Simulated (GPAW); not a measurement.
## How the form of the self-energy moves the gap of LiCl (Fm-3m)

Wanted: the gap of LiCl (Fm-3m) under several approximations, with cost.

Method: LDA and many-body steps on it, plane waves, in GPAW 26.7.0.

## 1. Set-up

Symmetry: Fm-3m, No. 225, cubic system. Conventional cell: a = 5.143 Å, b = 5.143 Å, c = 5.143 Å, α = 90.00°, β = 90.00°, γ = 90.00°. Li has 6 Cl at 2.57 Å nearest. Cl has 6 Li at 2.57 Å nearest. Farther neighbours and most contacts between anions are not listed.

As a file:

```xyz
2
Lattice="0.0000 2.5715 2.5715 2.5715 0.0000 2.5715 2.5715 2.5715 0.0000" Properties=species:S:1:pos:R:3 pbc="T T T"
Li    0.0000    0.0000    0.0000
Cl    2.5715    2.5715    2.5715
```

The cell and positions come from the Crystallography Open Database and are kept as given unless a step says otherwise.

## 2. Empty states on the mesh, 6×6×6 mesh, 515 bands

This step: GPAW 26.7.0; DFT, LDA, plane waves, PAW.

The sums over transitions need many empty states on a uniform mesh; this step solves for them.

File run.py:

```python
import json
import numpy as np
from gpaw.mpi import world
from gpaw import GPAW

calc = GPAW('gs.gpw').fixed_density(kpts={'size': (6, 6, 6), 'gamma': True},
    parallel={'domain': 1, 'band': 1},
    txt='nscf.txt')
calc.diagonalize_full_hamiltonian(nbands=515)
calc.write('full.gpw', mode='all')
res = {}
kpts = calc.get_ibz_k_points()
res['kpts'] = kpts
res['eigenvalues'] = [calc.get_eigenvalues(kpt=k) for k in range(len(kpts))]
res['n_electrons'] = calc.get_number_of_electrons()

if world.rank == 0:
    with open('result.json', 'w') as f:
        json.dump(res, f, default=lambda x: x.tolist())
```

Run with:

```
mpirun -n 4 gpaw python run.py
```

Numbers of over 12 decimals in the logs are rounded to 6 here.

What it wrote:

```text
Diagonalizing LCAO Hamiltonian
Converting LCAO to pw mode
convergence criteria:
- Maximum integral of absolute [eigenst]ate change: 4e-08 eV^2 / valence electron
maximum number of iterations: 100

SCF iterations
|iter     |     time |      energy | eigst |  dens |
|iter:   1|  |             | +1.25 |       |
|iter:   2|  |             | -0.09 |       |
|iter:   3|  |             | -0.05 |       |
[...]
|iter:   9|  |             | -6.20 |       |
|iter:  10|  |             | -6.93 |       |
|iter:  11|  |             | -7.64c|       |
SCF steps: 11
  __  _  _
 | _ |_)|_||  |
 |__||  | ||/\| - 26.7.0

Input parameters:
  mode=PW(ecut=600.0),
  convergence={'density': 1e-06, 'bands': -3},
  gpts=array([21, 21, 21]),
  kpts=MonkhorstPack(size=(6, 6, 6), gamma=True),
  maxiter=100,
  nbands=11,
  occupations=Occupations(name='fermi-dirac', width=0.001, fixmagmom=False),
  parallel={'domain': 1, 'band': 1},
  xc=XC(name='LDA')
Matrix size: 1154x1154
# Writing to full.gpw (mode='all')
  [... matrices ...]

timing:  # [seconds]
  Total: 13.002  # ━━━━━━━━━━━━━━━━━━━━━━━━━━━━━━━━━━━━━━━━━━━━━━━━━━━━━━━━━━
```

Run time: 22 s. Hardware: 4 MPI ranks of Intel Xeon Platinum 8259CL at 2.50GHz (Skylake/Cascade Lake), shared host; peak memory 1.2 GiB; 86 s of CPU time.

This step gave:

- gap: 5.941 eV
- k of the valence top: 0, 0, 0
- k of the conduction bottom: 0, 0, 0
- least direct gap: 5.941 eV
- k points computed: 16
- lowest point of the top converged band, above the valence top: 331.7225 eV

On this mesh the gap is 5.941 eV.

## 3. G0W0, Godby-Needs plasmon pole

G0W0 replaces the xc potential by the self-energy, built once from these orbitals. Only a window of levels is corrected, while the sums run over the empty bands that the input names.

This step: G0W0 on LDA, plane waves, PAW.

File run.py:

```python
import json
import numpy as np
from gpaw.mpi import world
from gpaw.response.g0w0 import G0W0

gw = G0W0('full.gpw',
    filename='gw',
    kpts=[0],
    bands=(2, 6),
    ecut=210,
    nbands=235,
    integrate_gamma='WS',
    ppa=True)
gw.calculate()
res = {mode: {k: v for k, v in r.items() if k != 'sigma_eskwn'}
       for mode, r in gw.all_results.items()}

if world.rank == 0:
    with open('result.json', 'w') as f:
        json.dump(res, f, default=lambda x: x.tolist())
```

Run with:

```
mpirun -n 4 gpaw python run.py
```

What it wrote:

```text
Using integrator: PointIntegrator
FrequencyGridDescriptor(from 0.000+0.000j to 0.000+27.211j eV, 2 points)
Nonperiodic BCs:  [False False False]
Using integrator: PointIntegrator
FrequencyGridDescriptor(from 0.000+0.000j to 0.000+27.211j eV, 2 points)
Nonperiodic BCs:  [False False False]
  ___  _ _ _
 |   || | | |
 | | || | | |
 |__ ||_____|
 |___|

BZ k-points: Symmetries present (total): 48

  [... matrices ...]
216 k-points: 6 x 6 x 6 Monkhorst-Pack grid + [1/12,1/12,1/12]
16 k-points in the irreducible part of the Brillouin zone
       k-points in crystal coordinates                weights
   0:     0.00000000    0.00000000    0.00000000          1/216
   1:     0.16666667    0.16666667    0.00000000          6/216
   2:     0.16666667    0.16666667    0.16666667          8/216
   3:     0.33333333    0.16666667    0.16666667         12/216
   4:     0.33333333    0.33333333   -0.33333333         12/216
   5:     0.33333333    0.33333333    0.00000000          6/216
   6:     0.33333333    0.33333333    0.16666667         24/216
   7:     0.33333333    0.33333333    0.33333333          8/216
   8:     0.50000000    0.33333333   -0.33333333         24/216
   9:     0.50000000    0.33333333   -0.16666667         12/216
          ...
  15:     0.50000000    0.50000000    0.50000000          4/216

Distributing spins, k-points and bands (1 x 1 x 4) over 4 processes
Number of blocks: 1

Quasi particle states:
k-points (IBZ indices): [0]
Band range: (2, 6)
  [... matrices ...]
Computational parameters:
Plane wave cut-off: 210 eV
Number of bands: 235
Coulomb cutoff: None
Broadening: 0.1 eV

fxc modes: GW
Kernel: RPA
Using Godby-Needs plasmon-pole approximation:
  Fitting energy: i*E0, E0 = 1.000 Hartree
Summing all q:

Calculating screened Coulomb potential
No Coulomb truncation
FrequencyGridDescriptor(from 0.000+0.000j to 0.000+27.211j eV, 2 points)
Removing empty qpoint cache files...

Calculating chi0 body with:
    Ground state adapter containing:
    Number of spins: 1
    Number of kpoints: 216
    Number of irreducible kpoints: 16
    Number of completely occupied states: 4
    Number of partially occupied states: 4
    Occupied states memory: 0.565247 M / cpu

    Linear response parametrization:
    q_c: [1.3877787807814457e-17, 1.3877787807814457e-17, 1.3877787807814457e-17]
    Number of frequency points: 2
    Planewave cutoff: 210.0
    Number of bands: 235
    Number of planewaves: 259
    Broadening (eta): 1e-06
    comm.size: 4
    kncomm.size: 4
    blockcomm.size: 1

    Memory estimate of potentially large arrays:
        chi0_wGG: 2.047150 M / cpu
Integrating chi0 body.

Symmetries of q_c:
    Direct symmetries (Uq -> q): 48
    Indirect symmetries (TUq -> q): 0
In total 48 allowed symmetries.

  [... matrices ...]
16 groups of equivalent kpoints. 92.592593% reduction.

Integral kind: response function
Integrating chi0 head and wings.

Symmetries of q_c:
    Direct symmetries (Uq -> q): 48
    Indirect symmetries (TUq -> q): 0
In total 48 allowed symmetries.

  [... matrices ...]
16 groups of equivalent kpoints. 92.592593% reduction.

Integral kind: response function wings

Calculating chi0 body with:
    Ground state adapter containing:
    Number of spins: 1
    Number of kpoints: 216
    Number of irreducible kpoints: 16
    Number of completely occupied states: 4
    Number of partially occupied states: 4
[... the further q-points ...]

Results:
f:      Occupation numbers
eps:     KS-eigenvalues [eV]
vxc:     KS vxc [eV]
exx:     Exact exchange [eV]
sigma:   Self-energies [eV]
dsigma:  Self-energy derivatives
Z:       Renormalization factors
qp:      QP-energies [eV]

k-point 0 (0): (0.000, 0.000, 0.000)                GW
band       f     eps     vxc     exx   sigma  dsigma       Z      qp
                                                                   GW
   2   1.000   0.480 -17.216 -21.225   1.881  -0.244   0.804  -1.231
   3   1.000   0.480 -17.216 -21.225   1.881  -0.244   0.804  -1.231
   4   0.000   6.421 -11.221  -6.404  -3.561  -0.182   0.846   7.484
   5   0.000  12.096 -10.099  -4.495  -3.909  -0.197   0.835  13.512
```

Wall time 7 min (4 MPI ranks); peak memory 1.1 GiB; 28 min of CPU time.

Numbers from this step:

- G0W0 gap on the points computed: 8.715 eV
- least direct G0W0 gap on the computed points: 8.715 eV
- Z at the valence top: 0.8040
- Z at the conduction bottom: 0.8463
- starting gap on the mesh: 5.941 eV
- k of the valence top: 0, 0, 0
- k of the conduction bottom: 0, 0, 0

The gap on the mesh goes from 5.94 eV to 8.71 eV, a correction of +2.77 eV.

## 4. One-shot HSE06

This step: one-shot HSE06 levels on LDA orbitals, plane waves, PAW.

File run.py:

```python
import json
import numpy as np
from gpaw.mpi import world
from gpaw.hybrids.eigenvalues import non_self_consistent_eigenvalues

dft, vxc, vxc_hyb = non_self_consistent_eigenvalues('full.gpw', 'HSE06', 2, 6, kpt_indices=[0])
res = {'dft': dft[0], 'hybrid': (dft - vxc + vxc_hyb)[0]}
if world.rank == 0:
    with open('hybrid.txt', 'w') as f:
        for k, e0, e1 in zip([0], res['dft'], res['hybrid']):
            print(k, ' '.join(f'{x:9.4f}' for x in e0), '|', ' '.join(f'{x:9.4f}' for x in e1), file=f)

if world.rank == 0:
    with open('result.json', 'w') as f:
        json.dump(res, f, default=lambda x: x.tolist())
```

Run with:

```
mpirun -n 4 gpaw python run.py
```

What it wrote:

```text
IBZ(<points: 16, symmetries: 48>)
Occupied bands: 4
Transforming wave functions from IBZ to BZ: 0.160 seconds
Distributing wave functions and iFFT-ing to real space: 0.651 seconds
Calculating eigenvalues:
  k-points: 1
  Bands: 2-5 (inclusive)
  Seconds: 0.854 (wave-function broadcasting: 0.006 seconds)
HSE06-eigenvalue shifts:
  min: -0.882 eV
  ave: -0.024 eV
  max: 0.899 eV
```

The job ended after 7.8 s (4 MPI ranks; peak memory 0.84 GiB).

Numbers from this step:

```
starting gap on the mesh                       : 5.941 eV
hybrid gap on the mesh                         : 7.593 eV
least direct hybrid gap on the computed points : 7.593 eV
```

## 5. One-shot Hartree-Fock

This step: one-shot Hartree-Fock levels on LDA orbitals, plane waves, PAW.

Edit run.py of step 4 so:

```diff
@@ -5,3 +5,3 @@
 
-dft, vxc, vxc_hyb = non_self_consistent_eigenvalues('full.gpw', 'HSE06', 2, 6, kpt_indices=[0])
+dft, vxc, vxc_hyb = non_self_consistent_eigenvalues('full.gpw', 'EXX', 2, 6, kpt_indices=[0])
 res = {'dft': dft[0], 'hybrid': (dft - vxc + vxc_hyb)[0]}
```

Run with:

```
mpirun -n 4 gpaw python run.py
```

What it wrote:

```text
IBZ(<points: 16, symmetries: 48>)
Occupied bands: 4
Transforming wave functions from IBZ to BZ: 0.162 seconds
Distributing wave functions and iFFT-ing to real space: 0.621 seconds
Calculating eigenvalues:
  k-points: 1
  Bands: 2-5 (inclusive)
  Seconds: 1.340 (wave-function broadcasting: 0.006 seconds)
HSE06-eigenvalue shifts:
  min: -4.009 eV
  ave: 0.601 eV
  max: 5.604 eV
```

It took 7.9 s on 4 MPI ranks; peak memory 0.89 GiB.

This step gave:

| Quantity | Value |
| --- | --- |
| starting gap on the mesh | 5.941 eV |
| hybrid gap on the mesh | 14.77 eV |
| least direct hybrid gap on the computed points | 14.77 eV |

## 6. G0W0, full frequency, Hilbert transform

This step: G0W0 on LDA, plane waves, PAW.

File run.py:

```python
import json
import numpy as np
from gpaw.mpi import world
from gpaw.response.g0w0 import G0W0

gw = G0W0('full.gpw',
    filename='gw',
    kpts=[0],
    bands=(2, 6),
    ecut=210,
    nbands=235,
    integrate_gamma='WS',
    frequencies={'type': 'nonlinear', 'domega0': 0.1, 'omega2': 15.0},
    eta=0.1,
    nblocksmax=True)
gw.calculate()
res = {mode: {k: v for k, v in r.items() if k != 'sigma_eskwn'}
       for mode, r in gw.all_results.items()}

if world.rank == 0:
    with open('result.json', 'w') as f:
        json.dump(res, f, default=lambda x: x.tolist())
```

Run with:

```
mpirun -n 4 gpaw python run.py
```

What it wrote:

```text
Using integrator: PointIntegrator
NonLinearFrequencyDescriptor(from 0.000 to 220.259 eV, 312 points)
Nonperiodic BCs:  [False False False]
Using integrator: PointIntegrator
NonLinearFrequencyDescriptor(from 0.000 to 220.259 eV, 312 points)
Nonperiodic BCs:  [False False False]
  ___  _ _ _
 |   || | | |
 | | || | | |
 |__ ||_____|
 |___|

BZ k-points: Symmetries present (total): 48

  [... matrices ...]
216 k-points: 6 x 6 x 6 Monkhorst-Pack grid + [1/12,1/12,1/12]
16 k-points in the irreducible part of the Brillouin zone
       k-points in crystal coordinates                weights
   0:     0.00000000    0.00000000    0.00000000          1/216
   1:     0.16666667    0.16666667    0.00000000          6/216
   2:     0.16666667    0.16666667    0.16666667          8/216
[...]
9:     0.50000000    0.33333333   -0.16666667         12/216
          ...
  15:     0.50000000    0.50000000    0.50000000          4/216

Distributing spins, k-points and bands (1 x 1 x 4) over 1 process
Number of blocks: 4

Quasi particle states:
k-points (IBZ indices): [0]
Band range: (2, 6)
  [... matrices ...]
Computational parameters:
Plane wave cut-off: 210 eV
Number of bands: 235
Coulomb cutoff: None
Broadening: 0.1 eV

fxc modes: GW
Kernel: RPA
Using full-frequency real axis integration
Summing all q:

Calculating screened Coulomb potential
No Coulomb truncation
NonLinearFrequencyDescriptor(from 0.000 to 220.259 eV, 312 points)
Removing empty qpoint cache files...

Calculating chi0 body with:
    Ground state adapter containing:
    Number of spins: 1
    Number of kpoints: 216
    Number of irreducible kpoints: 16
    Number of completely occupied states: 4
    Number of partially occupied states: 4
    Occupied states memory: 0.565247 M / cpu

    Linear response parametrization:
    q_c: [1.3877787807814457e-17, 1.3877787807814457e-17, 1.3877787807814457e-17]
    Number of frequency points: 312
    Planewave cutoff: 210.0
    Number of bands: 235
    Number of planewaves: 259
    Broadening (eta): 0.1
    comm.size: 4
    kncomm.size: 1
    blockcomm.size: 4

    Memory estimate of potentially large arrays:
        chi0_wGG: 79.838837 M / cpu
Integrating chi0 body.

Symmetries of q_c:
    Direct symmetries (Uq -> q): 48
    Indirect symmetries (TUq -> q): 0
In total 48 allowed symmetries.

  [... matrices ...]
16 groups of equivalent kpoints. 92.592593% reduction.

Integral kind: spectral function
Integrating chi0 head and wings.

Symmetries of q_c:
    Direct symmetries (Uq -> q): 48
    Indirect symmetries (TUq -> q): 0
In total 48 allowed symmetries.

  [... matrices ...]
16 groups of equivalent kpoints. 92.592593% reduction.

Integral kind: spectral function wings

Calculating chi0 body with:
    Ground state adapter containing:
    Number of spins: 1
    Number of kpoints: 216
    Number of irreducible kpoints: 16
    Number of completely occupied states: 4
    Number of partially occupied states: 4
[... the further q-points ...]

Results:
f:      Occupation numbers
eps:     KS-eigenvalues [eV]
vxc:     KS vxc [eV]
exx:     Exact exchange [eV]
sigma:   Self-energies [eV]
dsigma:  Self-energy derivatives
Z:       Renormalization factors
qp:      QP-energies [eV]

k-point 0 (0): (0.000, 0.000, 0.000)                GW
band       f     eps     vxc     exx   sigma  dsigma       Z      qp
                                                                   GW
   2   1.000   0.480 -17.216 -21.225   1.773  -0.252   0.799  -1.305
   3   1.000   0.480 -17.216 -21.225   1.773  -0.252   0.799  -1.305
   4   0.000   6.421 -11.221  -6.404  -3.569  -0.193   0.838   7.467
   5   0.000  12.096 -10.099  -4.495  -3.943  -0.208   0.828  13.471
```

It took 13 min on 4 MPI ranks; peak memory 2.5 GiB; 50 min of CPU time.

Numbers from this step:

```
G0W0 gap on the points computed              : 8.772 eV
least direct G0W0 gap on the computed points : 8.772 eV
Z at the valence top                         : 0.7986
Z at the conduction bottom                   : 0.8382
starting gap on the mesh                     : 5.941 eV
k of the valence top                         : 0, 0, 0
k of the conduction bottom                   : 0, 0, 0
```

Against G0W0 in GPAW (6×6×6 mesh, 235 bands, screening to 210 eV, Godby-Needs plasmon pole), the gap moves by +0.058 eV.

## 7. The runs together

Times are wall times on 4 MPI ranks of Intel Xeon Platinum 8259CL at 2.50GHz (Skylake/Cascade Lake), shared host. The host was busy with other work, so they are no guide to cost.

| run | mesh | bands | screening cutoff (eV) | DFT gap (eV) | gap on the mesh (eV) | direct (eV) | time |
| --- | --- | --- | --- | --- | --- | --- | --- |
| G0W0, Godby-Needs plasmon pole | 6×6×6 | 235 | 210 | 5.941 | 8.715 | 8.715 | 7 min |
| one-shot HSE06 | 6×6×6 | - | - | 5.941 | 7.593 | 7.593 | 7.8 s |
| one-shot Hartree-Fock | 6×6×6 | - | - | 5.941 | 14.767 | 14.767 | 7.9 s |
| G0W0, full frequency, Hilbert transform | 6×6×6 | 235 | 210 | 5.941 | 8.772 | 8.772 | 13 min |

## 8. Outcome

```
G0W0, Godby-Needs plasmon pole          : 8.715 eV
one-shot HSE06                          : 7.593 eV
one-shot Hartree-Fock                   : 14.767 eV
G0W0, full frequency, Hilbert transform : 8.772 eV
known limits                            : not at the basis limit
```

One-shot HSE06: −1.122 eV against G0W0, Godby-Needs plasmon pole. One-shot Hartree-Fock: +6.052 eV against G0W0, Godby-Needs plasmon pole. G0W0, full frequency, Hilbert transform: +0.058 eV against G0W0, Godby-Needs plasmon pole. Bare exchange alone opens the gap to 14.77 eV; against G0W0, correlation takes back 6.05 eV. One-shot hybrid levels are evaluated on the LDA orbitals. Bands and cutoff are finite, so the gap is not at the basis limit. The miss can reach some tenths of an eV and take either sign; the mesh is an error of its own. These stock PAW sets were not made for GW. In the G0W0 runs levels were corrected at 1 k point alone, so a gap called «on the mesh» is the least over those, and an edge elsewhere would be missed.

[Paths, hosts, dates, memory and timing lines, banners, echoed tables and standing remarks are left out of the program output.]

[Logs are printed without paths, hosts, clocks, repeated set-up lines and the standing remarks that a program may print on its own settings, such as how far it seeks lower states.]

[Runs of the session that timed out or met a known fault of the program may be left out.]

[Hosts, paths, dates, database ids (printed as entryN), source tags and the programs' standing remarks are cut or masked in the printed files.]
